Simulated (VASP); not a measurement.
# Al (Fm-3m) in VASP: a series of runs

One crystal, Al, is run at these levels: r2SCAN; tasks: relaxation of cell and atoms.

All numbers are computed with VASP 6.6.1; they aren't measurements. Logs are shortened: lines on timing, memory, paths and dates and some standing lists are left out, and cuts for length are marked.

## (1) The structure

The structure is cubic, space group Fm-3m (No. 225). The conventional cell has a = 4.050 Å, b = 4.050 Å, c = 4.050 Å, α = 90.00°, β = 90.00°, γ = 90.00°. Around Al (site symmetry m-3m) lie 12 Al at 2.86 Å.

## (2) Relaxation of cell and atoms, r2SCAN

INCAR

```
SYSTEM = Al
PREC = Accurate ; ENCUT = 520
EDIFF = 1E-7 ; ISMEAR = 0
SIGMA = 0.1 ; LREAL = .FALSE.
LASPH = .TRUE. ; NELM = 100
ALGO = Normal ; ISIF = 3
LWAVE = .FALSE. ; LCHARG = .FALSE.
METAGGA = R2SCAN ; LMIXTAU = .TRUE.
IBRION = 2 ; NSW = 80
EDIFFG = -0.002
```

KPOINTS

```
regular mesh
0
G
  18 18 18
  0 0 0
```

POSCAR

```
Al
1.0
    0.0000000000      2.0248050000      2.0248050000
    2.0248050000      0.0000000000      2.0248050000
    2.0248050000      2.0248050000      0.0000000000
Al
1
Direct
    0.0000000000      0.0000000000      0.0000000000
```

Potentials or basis: VASP PAW PBE potentials, release 64 (Al).

Command:

```
> cat potpaw_PBE.64/Al/POTCAR > POTCAR
> mpirun -np 1 vasp_std > vasp.out
```

OUTCAR:

```text
SYSTEM = Al
   PREC = Accurate
   ENCUT = 520
   EDIFF = 1E-7
   ISMEAR = 0
   LREAL = .FALSE.
   LASPH = .TRUE.
   NELM = 100
   ISIF = 3
   METAGGA = R2SCAN
   IBRION = 2
   NSW = 80
   EDIFFG = -0.002

 ion  position               nearest neighbor table
   1  0.000  0.000  0.000-

  LATTYP: Found a face centered cubic cell.
 ALAT       =     4.0496100000

  Lattice vectors:

 A1 = (   0.0000000000,   2.0248050000,   2.0248050000)
 A2 = (   2.0248050000,   0.0000000000,   2.0248050000)
 A3 = (   2.0248050000,   2.0248050000,   0.0000000000)

Analysis of symmetry for initial positions (statically):
=====================================================================
 Subroutine PRICEL returns:
 Original cell was already a primitive cell.

 Routine SETGRP: Setting up the symmetry group for a
 face centered cubic supercell.

 Subroutine GETGRP returns: Found 48 space group operations
 (whereof 48 operations were pure point group operations)
 out of a pool of 48 trial point group operations.

The static configuration has the point symmetry O_h .

Analysis of symmetry for dynamics (positions and initial velocities):
=====================================================================
 Subroutine PRICEL returns:
 Original cell was already a primitive cell.

 Routine SETGRP: Setting up the symmetry group for a
 face centered cubic supercell.

 Subroutine GETGRP returns: Found 48 space group operations
 (whereof 48 operations were pure point group operations)
 out of a pool of 48 trial point group operations.

The dynamic configuration has the point symmetry O_h .

 Subroutine INISYM returns: Found 48 space group operations
 (whereof 48 operations are pure point group operations),
 and found     1 'primitive' translations

----------------------------------------------------------------------------------------

                                     Primitive cell

  volume of cell :      16.6027

  direct lattice vectors                    reciprocal lattice vectors
     0.000000000  2.024805000  2.024805000    -0.246937359  0.246937359  0.246937359
     2.024805000  0.000000000  2.024805000     0.246937359 -0.246937359  0.246937359
     2.024805000  2.024805000  0.000000000     0.246937359  0.246937359 -0.246937359

  length of vectors
     2.863506692  2.863506692  2.863506692     0.427708053  0.427708053  0.427708053

  position of ions in fractional coordinates (direct lattice)
     0.000000000  0.000000000  0.000000000

  ion indices of the primitive-cell ions
   primitive index   ion index
                 1           1

----------------------------------------------------------------------------------------

 KPOINTS: regular mesh

Automatic generation of k-mesh.
 Grid dimensions read from file:
 generate k-points for:   18   18   18

 Generating k-lattice:

  Cartesian coordinates                     Fractional coordinates (reciprocal lattice)
    -0.013718742  0.013718742  0.013718742     0.055555556  0.000000000  0.000000000
     0.013718742 -0.013718742  0.013718742     0.000000000  0.055555556  0.000000000
     0.013718742  0.013718742 -0.013718742     0.000000000  0.000000000  0.055555556

  Length of vectors
     0.023761558  0.023761558  0.023761558

  Shift w.r.t. Gamma in fractional coordinates (k-lattice)
     0.000000000  0.000000000  0.000000000

 Subroutine IBZKPT returns following result:
 ===========================================

 Found    195 irreducible k-points:

 Following reciprocal coordinates:
            Coordinates               Weight
  0.000000  0.000000  0.000000      1.000000
  0.055556  0.000000  0.000000      8.000000
  0.111111  0.000000  0.000000      8.000000
  0.166667  0.000000  0.000000      8.000000
  0.222222  0.000000  0.000000      8.000000
  0.277778  0.000000  0.000000      8.000000
[... 16 lines left out ...]
 -0.277778  0.055556  0.000000     24.000000
 -0.222222  0.055556  0.000000     24.000000
 [... further k-points ...]
   k-points           NKPTS =    195   k-points in BZ     NKDIM =    195   number of bands    NBANDS=      5
   number of dos      NEDOS =    301   number of ions     NIONS =      1
   total plane-waves  NPLWV =  13824
   dimension x,y,z NGX =    24 NGY =   24 NGZ =   24
   dimension x,y,z NGXF=    48 NGYF=   48 NGZF=   48
   ions per type =               1
   NGX,Y,Z   is equivalent  to a cutoff of  13.93, 13.93, 13.93 a.u.
   NGXF,Y,Z  is equivalent  to a cutoff of  27.87, 27.87, 27.87 a.u.
 SYSTEM =  Al
   PREC   = accura    normal or accurate (medium, high low for compatibility)
   ISTART =      0    job   : 0-new  1-cont  2-samecut
   ICHARG =      2    charge: 1-file 2-atom 10-const
   ISPIN  =      1    spin polarized calculation?
   LNONCOLLINEAR =      F non collinear calculations
   LSORBIT =      F    spin-orbit coupling
   LASPH  =      T    aspherical Exc in radial PAW
   ENCUT  =  520.0 eV  38.22 Ry    6.18 a.u.   5.32  5.32  5.32*2*pi/ulx,y,z
   NELM   =    100;   NELMIN=  2; NELMDL= -5     # of ELM steps
   EDIFF  = 0.1E-06   stopping-criterion for ELM
   LREAL  =      F    real-space projection
   EDIFFG = -.2E-02   stopping-criterion for IOM
   NSW    =     80    number of steps for IOM
   IBRION =      2    ionic relax: 0-MD 1-quasi-New 2-CG
   NFREE  =      1    steps in history (QN), initial steepest desc. (CG)
   ISIF   =      3    stress and relaxation
   ISYM   =      2    0-nonsym 1-usesym 2-fastsym
   POTIM  = 0.5000    time-step for ionic-motion
   TEBEG  =    0.0;   TEEND  =   0.0 temperature during run
   PSTRESS=    0.0 pullay stress
   NELECT =       3.0000    total number of electrons
   NUPDOWN=      -1.0000    fix difference up-down
   EMIN   =  10.00;   EMAX   =-10.00  energy-range for DOS
   EFERMI =   0.00;   METHOD = LEGACY
   ISMEAR =     0;   SIGMA  =   0.10  broadening in eV -4-tet -1-fermi 0-gaus
   EFERMI_NEDOS =   21; number of points for ismear=-14 and -15
   IALGO  =     38    algorithm
   IMIX   =      4    mixing-type and parameters
     AMIX     =   0.40;   BMIX     =  1.00
     AMIX_MAG =   1.60;   BMIX_MAG =  1.00
  volume/ion in A,a.u.               =      16.60       112.04
  Fermi-wavevector in a.u.,A,eV,Ry     =   0.925526  1.748991 11.654733  0.856599
  Thomas-Fermi vector in A             =   2.051390
   LORBIT       =      0    0 simple, 1 ext, 2 COOP (PROOUT), +10 PAW based schemes
   METAGGA = R2SCAN    functional components
   LHFCALC =     F    Hartree Fock is set to
   AEXX    =    0.0000 exact exchange contribution
   IVDW    =     0    specifies the selected vdW correction
   LEPSILON=     F    determine dielectric tensor
   LRPA    =     F    only Hartree local field effects (RPA)
 conjugate gradient relaxation of ions
 non-spin polarized calculation
 Gauss-broadening in eV      SIGMA  =   0.10
  energy-cutoff  :      520.00
  volume of cell :       16.60
 maximum number of plane-waves:       459
 NGX is ok and might be reduce to    24
   NGX = 11   NGY = 11   NGZ = 11

--------------------------------------- Ionic step        1  -------------------------------------------

 number of electron       3.0000000 magnetization

 Free energy of the ion-electron system (eV)
  ---------------------------------------------------
  ext. energy  EPLUGINS =         0.00000000
  ---------------------------------------------------
  free energy    TOTEN  =        -6.72737798 eV

  energy without entropy =       -6.72458455  energy(sigma->0) =       -6.72598126

------------------------ aborting loop because EDIFF is reached ----------------------------------------

  FORCE on cell =-STRESS in cart. coord.  units (eV):
  Direction    XX          YY          ZZ          XY          YZ          ZX
  --------------------------------------------------------------------------------------
  -------------------------------------------------------------------------------------
  Total       -0.4009075     -0.4009075     -0.4009075     -0.0000000     -0.0000000      0.0000000
  in kB      -38.6879035    -38.6879035    -38.6879035     -0.0000000     -0.0000000      0.0000000
  external PRESSURE =     -38.6879035 kB  Pullay stress =       0.0000000 kB
[... 86 lines left out ...]
  FREE ENERGIE OF THE ION-ELECTRON SYSTEM (eV)
  ---------------------------------------------------
  free  energy   TOTEN  =        -6.7370519411 eV

  energy  without entropy=       -6.7345377174  energy(sigma->0) =       -6.73579483

[... ionic steps 4 to 14 ...]

--------------------------------------- Ionic step       15  -------------------------------------------

 number of electron       3.0000000 magnetization

------------------------ aborting loop because EDIFF is reached ----------------------------------------

  FORCE on cell =-STRESS in cart. coord.  units (eV):
  Direction    XX          YY          ZZ          XY          YZ          ZX
  --------------------------------------------------------------------------------------
  -------------------------------------------------------------------------------------
  Total       -0.0035706     -0.0035706     -0.0035706      0.0000000      0.0000000     -0.0000000
  in kB       -0.3608594     -0.3608594     -0.3608594      0.0000000      0.0000000     -0.0000000
  external PRESSURE =      -0.3608594 kB  Pullay stress =       0.0000000 kB
[... 55 lines left out ...]
  energy  without entropy=       -6.7345326210  energy(sigma->0) =       -6.73579171

--------------------------------------- Ionic step       17  -------------------------------------------

 number of electron       3.0000000 magnetization

 Free energy of the ion-electron system (eV)
  ---------------------------------------------------
  ext. energy  EPLUGINS =         0.00000000
  ---------------------------------------------------
  free energy    TOTEN  =        -6.73705195 eV

  energy without entropy =       -6.73453621  energy(sigma->0) =       -6.73579408

 E-fermi :   8.4488     XC(G=0): -11.0572

 val. band max:        8.4407323830   @ k =  -0.3333   0.4444   0.1111
 cond. band min:       8.4902841071   @ k =  -0.3333   0.3889   0.0556
 fundamental gap:      0.0495517242
 Fermi energy:         8.4487521185

 k-point     1 :       0.0000    0.0000    0.0000
  band No.  band energies     occupation
      1      -3.6829      2.00000
      2      21.9984      0.00000
      3      21.9984      0.00000
      4      21.9984      0.00000
      5      24.2328      0.00000

 k-point     2 :       0.0556    0.0000    0.0000
  band No.  band energies     occupation
      1      -3.5913      2.00000
      2      20.4690      0.00000
      3      21.7448      0.00000
      4      21.7448      0.00000
      5      24.6331      0.00000
[... 169 lines left out ...]
 k-point    24 :      -0.2222    0.0556    0.0000
  band No.  band energies     occupation
      1      -1.8933      2.00000
      2      12.6217      0.00000
      3      18.6120      0.00000
      4      21.6920      0.00000
      5      23.6343      0.00000

 [... further k-points ...]

------------------------ aborting loop because EDIFF is reached ----------------------------------------

  FORCE on cell =-STRESS in cart. coord.  units (eV):
  Direction    XX          YY          ZZ          XY          YZ          ZX
  --------------------------------------------------------------------------------------
  -------------------------------------------------------------------------------------
  Total        0.0018425      0.0018425      0.0018425      0.0000000      0.0000000     -0.0000000
  in kB        0.1863067      0.1863067      0.1863067      0.0000000      0.0000000     -0.0000000
  external PRESSURE =       0.1863067 kB  Pullay stress =       0.0000000 kB
[... 16 lines left out ...]
  FREE ENERGIE OF THE ION-ELECTRON SYSTEM (eV)
  ---------------------------------------------------
  free  energy   TOTEN  =        -6.7370519536 eV

  energy  without entropy=       -6.7345362054  energy(sigma->0) =       -6.73579408

 reached required accuracy - stopping structural energy minimisation
```

Wall time 5.1 min (1 thread of AMD EPYC 9R45 (Zen 5), shared host); peak memory 0.12 GiB.

What came out:

```
Free energy                            : -6.7371 eV
Relaxed volume                         : 15.84 Å³/atom
Relaxed cell                           : a = 2.819 Å, b = 2.819 Å, c = 2.819 Å, α = 60.00°, β = 60.00°, γ = 60.00°
Space group after relaxing (to 0.05 Å) : Fm-3m (No. 225)
Energy gained by relaxing              : 9.7 meV/atom
Ionic steps                            : 17
Pressure after relaxing                : 0.0 GPa
Band gap on the k mesh                 : none (metal or under the smearing width)
```

The path:
```tsv
step	energy change (eV)	largest force (eV/Å)	pressure (GPa)	volume (Å³)
1	0.0000	0.0000	-3.87	16.60
2	-0.0090	0.0000	1.15	15.66
3	-0.0097	0.0000	0.04	15.84
4	-0.0097	0.0000	-0.05	15.86
5	-0.0097	0.0000	-0.05	15.86
6	-0.0097	0.0000	-0.05	15.86
7	-0.0097	0.0000	-0.05	15.86
8	-0.0097	0.0000	-0.05	15.86
9	-0.0097	0.0000	-0.05	15.86
10	-0.0097	0.0000	-0.05	15.86
11	-0.0097	0.0000	-0.05	15.86
12	-0.0097	0.0000	-0.05	15.86
13	-0.0097	0.0000	-0.04	15.86
14	-0.0097	0.0000	-0.04	15.85
15	-0.0097	0.0000	-0.04	15.85
16	-0.0097	0.0000	-0.02	15.85
17	-0.0097	0.0000	0.02	15.84
```

Final structure:
```
Al
1.0
     0.00000    1.99351    1.99351
     1.99351    0.00000    1.99351
     1.99351    1.99351    0.00000
Al
1
Direct
  0.00000 0.00000 0.00000
```

Levels at points of the mesh, in eV from the Fermi level:
| k point | band 1 | band 2 | band 3 | band 4 |
| --- | --- | --- | --- | --- |
| (0.00, 0.00, 0.00) | -12.13 | 13.55 | 13.55 | 13.55 |
| (0.50, 0.00, 0.00) | -5.17 | -4.59 | 12.27 | 12.27 |
| (0.50, 0.50, 0.00) | -3.26 | -1.67 | 5.47 | 6.20 |

Caveat: the PAW data sets were made with another functional, which shifts forces and pressure a little.

(Continued in part 2 of 2.)
